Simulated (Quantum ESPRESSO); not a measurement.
Consider MgO (Periclase, Fm-3m).

```
Mg O
1.0
     0.00000    2.10850    2.10850
     2.10850    0.00000    2.10850
     2.10850    2.10850    0.00000
Mg O
1 1
Direct
  0.00000 0.00000 0.00000
  0.50000 0.50000 0.50000
```

Absorber: atom 1, with 6 O at 2.11 Å (octahedral, site symmetry m-3m). Method: Quantum ESPRESSO XSpectra, PBE, full core hole (charged cell), 16-atom cell with 6.0 Å between holes, 5×5×5 k points, dipole transitions, Lorentzian half width 0.3 eV up to 4 eV, rising linearly to 2.5 eV at 25 eV (counted from xe0, 2.1 eV below the zero used here).

The database entry behind the starting cell differs from later determinations by our own check (about 0.1 % long), so it need not match the best structure at ambient conditions.

Question: Predict the near-edge structure at the Mg K edge.

Main maxima up to 24 eV above the zero (height): 4.5 eV (1.54), 10.5 eV (1.82) and 22.0 eV (0.75). A K edge sees empty p states on the absorber. The total-energy difference plus the lowest empty eigenvalue puts the zero at 1315.70 eV. One term is added: -12.99 eV, since the hole is spin-paired here and a spin-polarised one costs that much less in the free atom (computed apart). The photon energy is then 1302.71 eV. The tabulated edge of the element is 1303 eV. The functional and the charged cell's background leave an error of a few eV in such absolute values.

The Mg K spectrum (energy from the lowest empty level; intensity scaled to a mean of 1 over the first 20 eV; the points at xe0, where the cut of filled states can leave a spike, are interpolated):

```
E (eV)  intensity
  -2.0       0.02
  -1.5       0.03
  -1.0       0.03
  -0.5       0.04
   0.0       0.05
   0.5       0.06
   1.0       0.08
   1.5       0.12
   2.0       0.17
   2.5       0.33
   3.0       0.75
   3.5       1.13
   4.0       1.35
   4.5       1.54
   5.0       1.41
   5.5       1.31
   6.0       1.20
   6.5       1.08
   7.0       1.07
   7.5       1.24
   8.0       1.50
   8.5       1.68
   9.0       1.70
   9.5       1.74
  10.0       1.79
  10.5       1.82
  11.0       1.79
  11.5       1.67
  12.0       1.46
  12.5       1.23
  13.0       1.05
  13.5       0.92
  14.0       0.84
  14.5       0.77
  15.0       0.73
  15.5       0.69
  16.0       0.67
  16.5       0.65
  17.0       0.65
  17.5       0.65
  18.0       0.66
  18.5       0.68
  19.0       0.70
  19.5       0.71
  20.0       0.73
  20.5       0.74
  21.0       0.74
  21.5       0.75
  22.0       0.75
  22.5       0.75
  23.0       0.74
  23.5       0.73
  24.0       0.72
  24.5       0.70
  25.0       0.67
  25.5       0.64
  26.0       0.60
  26.5       0.58
  27.0       0.55
  27.5       0.54
  28.0       0.52
  28.5       0.51
  29.0       0.50
  29.5       0.49
  30.0       0.49
  30.5       0.48
  31.0       0.48
  31.5       0.48
  32.0       0.49
```

The holes are only 6.0 Å apart, so the shape is probably not converged with cell size; no larger cell was run here. The structure is a published determination, not relaxed.

[Banner, clock and machine lines of the logs are left out without a mark of their own.]

[Logs are printed without paths, hosts, clocks, repeated set-up lines and the standing remarks that a program may print on its own settings, such as how far it seeks lower states.]

[Hosts, paths, dates, database ids (printed as entryN), source tags and the programs' standing remarks are cut or masked in the printed files.]

[Lists of maxima count a maximum above −3 eV only where it reaches 4 % of the highest in the window and stands out from its surroundings by 2 % of it (1.5 % where it reaches 55 %); shoulders and weaker maxima are passed over, and of the rest the first, up to two pre-edge ones and the few strongest are named.]
